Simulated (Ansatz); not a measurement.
# Stress against strain in Bi₂Te₃

```xyz
5
Lattice="2.1930 1.2661 10.1657 -2.1930 1.2661 10.1657 0.0000 -2.5323 10.1657" Properties=species:S:1:pos:R:3 pbc="T T T"
Bi    0.0000    0.0000   12.1988
Bi    0.0000    0.0000   18.2982
Te    0.0000    0.0000    0.0000
Te    0.0000    0.0000    6.3891
Te    0.0000    0.0000   24.1079
```

Atoms are numbered in the order listed.

The cell is COD entry 9011962, as deposited and not checked against the literature; nothing was relaxed.

No spin–orbit coupling, which matters for the heavy atoms here.

Computed with DFT, PBE, all-electron LAPW, scalar-relativistic (Ansatz 0.2.0).

The runs use a Γ-centred 7×7×7 k mesh, Fermi–Dirac smearing of 0.08 eV, basis error target 1 meV/atom, no spin polarisation.

The strain is applied along the Cartesian axes of the cell as listed (the other components stay zero). Fractional coordinates are held (clamped ions).

σ is the change of stress from the unstrained cell, which is at 1.92 GPa; tension is positive, so slopes are stress–strain coefficients at that pressure.

Only quantities that a quadratic follows smoothly over the whole series are listed; rougher ones are left out.

```
    εzz  σzz (GPa)  σxx (GPa)
-0.0300      -2.56      -1.53
-0.0200      -1.68      -0.99
 0.0000       0.00       0.00
 0.0100       0.80       0.44
 0.0200       1.57       0.86
 0.0300       2.32       1.25
```

Q: Fit the series and read off the stiffness at zero strain.

A: Least-squares fits y = p0 + p1 x + p2 x² to the rows give σzz (GPa): p1 = 81.3, p2 = -130; σxx (GPa): p1 = 46.3, p2 = -150. So C33 = 81 GPa and C13 = 46 GPa, for these axes.

Q: One run, at εzz = -0.0100, is withheld. Predict its row.

A: The fits give -0.83, -0.48; the run gave -0.83, -0.48.
